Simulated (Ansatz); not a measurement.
# Fe (P6_3/mmc) in Ansatz: convergence with wavefunction cutoff

Aim: find how far wavefunction cutoff must go before the results for Fe settle, at LDA. This setting moves, with any that are tied to it; all else stays.

Everything below comes from runs of Ansatz 0.2.0. Logs are shortened: lines on timing, memory, paths and dates and some standing lists are left out, and cuts for length are marked.

## Step 1: The crystal as given

Symmetry: P6_3/mmc, No. 194, hexagonal system. The conventional cell has a = 2.434 Å, b = 2.434 Å, c = 3.842 Å, α = 90.00°, β = 90.00°, γ = 120.00°. Fe (site symmetry -6m2) has 12 Fe at 2.38 to 2.43 Å as nearest neighbours.

This isn't the form of Fe at room conditions, which is bcc.

## Step 2: With wavefunction cutoff 400 eV

Input file input.yaml:

```yaml
crystal:
  lattice:
    - [2.4341575853, 0.0, 0.0]
    - [-1.2170787927, 2.1080423057, 0.0]
    - [0.0, 0.0, 3.84193447]
  atoms:
    - { symbol: Fe, position: [0.6666666667, 0.3333333333, 0.75], spin: 3.0 }
    - { symbol: Fe, position: [0.3333333333, 0.6666666667, 0.25], spin: 3.0 }
hamiltonian:
  xc: lda
  pseudopotentials: { kind: paw, source: jth, xc_functional: pbe }
magnetization:
  spin_polarized: true
kpoints:
  mp_grid: { grid: [10, 10, 6] }
scf:
  occupations: { method: gaussian, width: 0.05 }
output:
  forces: true
  stress: true
  eigenvalues: true
basis:
  ecutwfc: "400 eV"
```

Potentials or basis: JTH PAW.

Launch:

```sh
> ansatz run input.yaml --threads 2 --pin off --max-ram 5632MiB --backend cpu --events-out ev --progress --plain --runs-dir out
```

Standard output:

```text
Warning: basis.ecutwfc = 400 eV is below the records' recommended 1320 eV, and the density's cutoff is lower with it unless basis.ecutrho_ratio is high enough to keep the records' density cutoff: compare with a run at a higher cutoff
Warning: the checks of this Fe dataset prove no rule for summing its radial tables, as where they were carried onto another mesh than they were made on, and Gregory's rule is taken, under which a leading mesh point left out moves its sums only by what lay on the interval it spanned. That does not make them correct, and they differ from Quantum ESPRESSO's on this file; a re-export a fraction of a mesh step off can move them. hamiltonian.pseudopotentials.radial_quadrature: simpson_from_first_knot sums it by `pw.x`'s rule; on a PAW file no value gives `pw.x`'s numbers. What more to know: hamiltonian.pseudopotentials.radial_quadrature, in the input reference
Warning: RAYON_NUM_THREADS=2 ignored (pool sized by the plan → 2); use --threads N
Engine: ansatz 0.2.0, x86_64-unknown-linux-gnu
Pseudopotentials: kind: paw
Pseudopotential: Fe, paw, valence charge 16, recommended cutoff 1320 eV (normal), Fe.paw.azcp
Functional definition: SPW92
  exchange = slater_x
  correlation = pw_c
Crystal: 2 atoms, lattice volume = 19.714 Å³
Basis set: ecut = 400 eV, 361 PW (Γ)
Bands: 23, of which v1, the nominal top of the filled ones, is band 16 counted from 1 (15 counted from 0)
Symmetry: 24 space group operations
Space group: P63/mmc (ITA 194), of the structure as read, at distance tolerance 2.7e-5 Å
Magnetic group: BNS 194.263 (UNI 1493), of the structure as read, at distance tolerance 2.7e-5 Å
k-points: 56 of 600
Non-local potential: Fe, projectors of the file, l = 0: 2, l = 1: 2, l = 2: 2
PAW form: soft (Blöchl's): semilocal exchange-correlation on the pseudo side does not see the compensation charge
PAW frozen core: Fe, regenerated for the run's functional, and the local potential with it (the file was generated under x = pbe(κ = 0.804, μ = 0.2195149727645171), c = pbe(β = 0.06672455060314922))
PAW one-centre angular grid: Fe, 590 points (default); XC on 64 Gauss nodes
Initial density: superposition of atomic densities (chi_scale 0.1, normalization cell)
Starting moments: Σ|m| = 6 μB on 2 of 2 sites
Initial wavefunctions: pseudopotential atomic-orbital guess
[... 33 lines left out ...]
Magnetization: 0.0000 μB (16.0000 up, 16.0000 down)
Absolute magnetization: 0.0000 μB (∫|ρ↑−ρ↓|)
Spin contamination: 0.0000 ħ² per cell (⟨S²⟩ above its minimum at these occupations)
Per-site moments (μB) at R_I (Å): [(9.265014249270632e-7, 0.9818155270763972), (9.2650142503807e-7, 0.9818155270763972)]
Free energy (F): -8838.857193 eV
Harris-Foulkes:  -8838.857193 eV  (|F-HF|=0.00e0)
Internal energy: -8838.852586 eV  (E = F + TS)
E sigma→0 (E₀):  -8838.854889 eV
Entropy (-TS):   -0.004607 eV (-2.303 meV/atom)
Fermi energy:    23.473247 eV
--- Per-component energies (eV) ---
  E_band       = -272.793499
  E_kinetic    = 670.811344
  E_local      = -2838.412047  (includes V_loc(G=0)·N_el)
  E_nonlocal   = -521.439784
  E_hartree    = 1156.433491
  E_xc         = -188.576391
  E_vxc        = -246.829195  (∫ρ·V_xc dr)
  E_paw        = -2153.804214  (= ΣΔE_a)
  E_vpaw       = 350.207079  (= ΣTr[D̂ρ^β])
  E_aug_tail   = 0.002118  (compensation charges beyond the density's cutoff)
  E_ewald      = -4964.669638
  E_core_change = 0.802534  (= ΣΔE_core)
  E_smearing   = -0.004607  (= −TS)
  E_closure    = 0.000000  (closes the sum)
  Σ components = -8838.857193   (vs F -8838.857193, Δ=0.00e0)
--- Forces (eV/Å), atoms counted from 1 ---
  atom   1  Fe    -0.00000000    -0.00000000     0.00000000
  atom   2  Fe     0.00000000     0.00000000     0.00000000
  max |Σ_I F_I| component: 4.63e-18 eV/Å
--- Stress (GPa, compression-positive) ---
      -10.296144      -0.000000       0.000000
       -0.000000     -10.296144      -0.000000
        0.000000      -0.000000     -12.955312
  P = ⅓ Tr σ = -11.1825 GPa (-111.825 kbar)
--- Band table (eV; the first three rows and the last of 112) ---
  k-point 0 ↑: bands = ["-63.1364", "-62.9743", "-29.9072", "-29.2634", "-29.2634", "-29.1477", "-29.1477", "-29.1467", "14.2860", "18.2630", "21.6925", "21.6925", "21.8282", "22.1917", "22.1917", "22.5442", "22.5442", "23.9316", "24.2024", "24.2024", "32.5521", "45.3508", "49.0100"]
  k-point 1 ↑: bands = ["-63.1256", "-62.9852", "-29.8557", "-29.2533", "-29.2533", "-29.1971", "-29.1544", "-29.1544", "14.6041", "18.2207", "21.5790", "21.5790", "21.7122", "22.0670", "22.0670", "22.8129", "22.8129", "23.0356", "24.1986", "24.1986", "34.0014", "45.1582", "48.3379"]
  k-point 2 ↑: bands = ["-63.0962", "-63.0152", "-29.7186", "-29.3374", "-29.2322", "-29.2322", "-29.1750", "-29.1750", "15.5038", "17.8418", "21.4353", "21.4869", "21.4869", "21.6946", "21.7993", "21.7993", "23.3204", "23.3204", "24.0943", "24.0943", "37.1947", "44.1893", "46.4585"]
  k-point 55 ↓: bands = ["-62.9645", "-62.9645", "-29.7338", "-29.7338", "-29.5204", "-29.5204", "-29.2649", "-29.2649", "19.5809", "19.5809", "20.3083", "20.3083", "21.0901", "21.0901", "22.6941", "22.6941", "24.2698", "24.2698", "29.6486", "29.6486", "33.2942", "33.2942", "35.5734"]
```

Run time: 18 s. Hardware: 2 threads of Intel Xeon at 2.50GHz (Skylake/Cascade Lake), shared host; peak memory 0.42 GiB.

Results:

* Free energy: -8838.8572 eV
* Pressure: -11.2 GPa
* Band gap on the k mesh: none (metal or under the smearing width)
* Net moment: 0.00 μB per cell
* Absolute moment: 0.00 μB per cell

## Step 3: With wavefunction cutoff 500 eV

Edit input.yaml of step 2 so:

```diff
@@ -22,2 +22,2 @@
 basis:
-  ecutwfc: "400 eV"
+  ecutwfc: "500 eV"
```

Potentials or basis: JTH PAW.

Launch:

```sh
> ansatz run input.yaml --threads 2 --pin off --max-ram 5632MiB --backend cpu --events-out ev --progress --plain --runs-dir out
```

It took 23 s on 2 threads of Intel Xeon at 2.50GHz (Skylake/Cascade Lake), shared host; peak memory 0.45 GiB.

Results:

| Property | Result |
| --- | --- |
| Free energy | -8839.1401 eV |
| Pressure | -10.6 GPa |
| Band gap on the k mesh | none (metal or under the smearing width) |
| Net moment | 0.00 μB per cell |
| Absolute moment | 0.00 μB per cell |

## Step 4: With wavefunction cutoff 600 eV

Edit input.yaml of step 3 so:

```diff
@@ -22,2 +22,2 @@
 basis:
-  ecutwfc: "500 eV"
+  ecutwfc: "600 eV"
```

Launch:

```sh
> ansatz run input.yaml --threads 2 --pin off --max-ram 5632MiB --backend cpu --events-out ev --progress --plain --runs-dir out
```

Wall time 28 s (2 threads of Intel Xeon at 2.50GHz (Skylake/Cascade Lake), shared host); peak memory 0.5 GiB.

Results:

- Free energy: -8839.2936 eV
- Pressure: -11.0 GPa
- Band gap on the k mesh: none (metal or under the smearing width)
- Net moment: 0.00 μB per cell
- Absolute moment: 0.00 μB per cell

## Step 5: With wavefunction cutoff 700 eV

Edit input.yaml of step 4 so:

```diff
@@ -22,2 +22,2 @@
 basis:
-  ecutwfc: "600 eV"
+  ecutwfc: "700 eV"
```

Launch:

```sh
> ansatz run input.yaml --threads 2 --pin off --max-ram 5632MiB --backend cpu --events-out ev --progress --plain --runs-dir out
```

It took 32 s on 2 threads of Intel Xeon at 2.50GHz (Skylake/Cascade Lake), shared host; peak memory 0.54 GiB.

What came out:

| Property | Result |
| --- | --- |
| Free energy | -8839.3079 eV |
| Pressure | -11.0 GPa |
| Band gap on the k mesh | none (metal or under the smearing width) |
| Net moment | 0.00 μB per cell |
| Absolute moment | 0.00 μB per cell |

## Step 6: With wavefunction cutoff 850 eV

Edit input.yaml of step 5 so:

```diff
@@ -22,2 +22,2 @@
 basis:
-  ecutwfc: "700 eV"
+  ecutwfc: "850 eV"
```

Potentials or basis: JTH PAW.

Launch:

```sh
> ansatz run input.yaml --threads 2 --pin off --max-ram 5632MiB --backend cpu --events-out ev --progress --plain --runs-dir out
```

It took 41 s on 2 threads of Intel Xeon at 2.50GHz (Skylake/Cascade Lake), shared host; peak memory 0.6 GiB.

It converged, with:

- Free energy: -8839.3239 eV
- Pressure: -11.1 GPa
- Band gap on the k mesh: none (metal or under the smearing width)
- Net moment: 0.00 μB per cell
- Absolute moment: 0.00 μB per cell

## Step 7: With wavefunction cutoff 1000 eV

Edit input.yaml of step 6 so:

```diff
@@ -22,2 +22,2 @@
 basis:
-  ecutwfc: "850 eV"
+  ecutwfc: "1000 eV"
```

Launch:

```sh
> ansatz run input.yaml --threads 2 --pin off --max-ram 5632MiB --backend cpu --events-out ev --progress --plain --runs-dir out
```

Run time: 52 s. Hardware: 2 threads of Intel Xeon at 2.50GHz (Skylake/Cascade Lake), shared host; peak memory 0.67 GiB.

The run converged. Its results:

```yaml
Free_energy: -8839.3368 eV
Pressure: -11.1 GPa
Band_gap_on_the_k_mesh: none (metal or under the smearing width)
Net_moment: 0.00 μB per cell
Absolute_moment: 0.00 μB per cell
```

## Step 8: With wavefunction cutoff 1200 eV

Edit input.yaml of step 7 so:

```diff
@@ -22,2 +22,2 @@
 basis:
-  ecutwfc: "1000 eV"
+  ecutwfc: "1200 eV"
```

Launch:

```sh
> ansatz run input.yaml --threads 2 --pin off --max-ram 5632MiB --backend cpu --events-out ev --progress --plain --runs-dir out
```

Wall time 63 s (2 threads of Intel Xeon at 2.50GHz (Skylake/Cascade Lake), shared host); peak memory 0.78 GiB.

Results (log left out):

- Free energy: -8839.3383 eV
- Pressure: -11.1 GPa
- Band gap on the k mesh: none (metal or under the smearing width)
- Net moment: 0.00 μB per cell
- Absolute moment: 0.00 μB per cell

## Step 9: With wavefunction cutoff 1400 eV

Edit input.yaml of step 8 so:

```diff
@@ -22,2 +22,2 @@
 basis:
-  ecutwfc: "1200 eV"
+  ecutwfc: "1400 eV"
```

Potentials or basis: JTH PAW.

Launch:

```sh
> ansatz run input.yaml --threads 2 --pin off --max-ram 5632MiB --backend cpu --events-out ev --progress --plain --runs-dir out
```

It took 77 s on 2 threads of Intel Xeon at 2.50GHz (Skylake/Cascade Lake), shared host; peak memory 0.88 GiB.

It converged, with:

| Item | Value |
| --- | --- |
| Free energy | -8839.3402 eV |
| Pressure | -11.1 GPa |
| Band gap on the k mesh | none (metal or under the smearing width) |
| Net moment | 0.00 μB per cell |
| Absolute moment | 0.00 μB per cell |

## Step 10: With wavefunction cutoff 1700 eV

Edit input.yaml of step 9 so:

```diff
@@ -22,2 +22,2 @@
 basis:
-  ecutwfc: "1400 eV"
+  ecutwfc: "1700 eV"
```

Launch:

```sh
> ansatz run input.yaml --threads 2 --pin off --max-ram 5632MiB --backend cpu --events-out ev --progress --plain --runs-dir out
```

Wall time 1.8 min (2 threads of Intel Xeon at 2.50GHz (Skylake/Cascade Lake), shared host); peak memory 1.1 GiB.

Results (log left out):

| Property | Result |
| --- | --- |
| Free energy | -8839.3409 eV |
| Pressure | -11.1 GPa |
| Band gap on the k mesh | none (metal or under the smearing width) |
| Net moment | 0.00 μB per cell |
| Absolute moment | 0.00 μB per cell |

## Step 11: The series at a glance

```tsv
wavefunction cutoff	energy less the tightest run, at zero smearing (meV/atom)	pressure (GPa)	SCF cycles	CPU time (s)	peak memory (GiB)
400 eV	241.84	-11.18	18	31	0.42
500 eV	100.37	-10.58	19	40	0.45
600 eV	23.63	-10.98	18	48	0.5
700 eV	16.49	-10.98	19	58	0.54
850 eV	8.50	-11.05	19	74	0.6
1000 eV	2.02	-11.06	19	90	0.67
1200 eV	1.27	-11.07	19	110	0.78
1400 eV	0.33	-11.06	19	140	0.88
1700 eV	0.00	-11.06	19	190	1.1
```

Against the tightest run, the energy stays within 1 meV/atom from 1400 eV on; the pressure stays within 0.1 GPa from 600 eV on. The tightest run that finished is the yardstick and may itself not be fully converged.

Caveats: the starting moments collapsed, and a magnetic state may lie lower; the starting moments weren't kept.
